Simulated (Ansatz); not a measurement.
Crystal: Hf.

```
Hf
1.0
    -1.80500    1.80500    1.80500
     1.80500   -1.80500    1.80500
     1.80500    1.80500   -1.80500
Hf
1
Cartesian
  0.0000 0.0000 0.0000
```

This isn't the form of Hf at room conditions, which is hcp.

| Item | Value |
| --- | --- |
| Program | Ansatz 0.2.0 |
| Task | relaxation of cell and atoms |
| Functional | BLYP |
| Potentials or basis | Ansatz PAW |
| Cutoff | 420 eV (not typed: the program's choice for these potentials) |
| k mesh | 10 × 10 × 10 |
| Occupations | fermi-dirac, width 0.05 eV |
| Spin | no spin polarisation |

At the start: volume 23.52 Å³/atom.

Problem. How do energy, volume and symmetry change on relaxing?

Solution. It ends after 5 steps and the volume is 22.88 Å³/atom (-2.7 %); space group Im-3m (No. 229, to 0.05 Å).

The path:
| step | energy change (eV) | largest force (eV/Å) | volume (Å³) |
| --- | --- | --- | --- |
| 1 | 0.0000 | 0.0000 | 23.52 |
| 2 | -0.0009 | 0.0000 | 22.30 |
| 3 | -0.0054 | 0.0000 | 22.90 |
| 4 | -0.0054 | 0.0000 | 22.88 |
| 5 | -0.0053 | 0.0000 | 22.88 |

Final structure:
```yaml
crystal:
  lattice:
    - [-1.78832, 1.78832, 1.78832]
    - [1.78832, -1.78832, 1.78832]
    - [1.78832, 1.78832, -1.78832]
  atoms:
    - { symbol: Hf, position: [0.00000, 0.00000, 0.00000] }
```

Caveat: the plane-wave basis is chosen anew once the cell has moved, so the energies of steps on either side of that aren't comparable; the PAW data sets come from PBE, with cores solved anew for the run's functional, which leaves a small shift of forces and pressure.
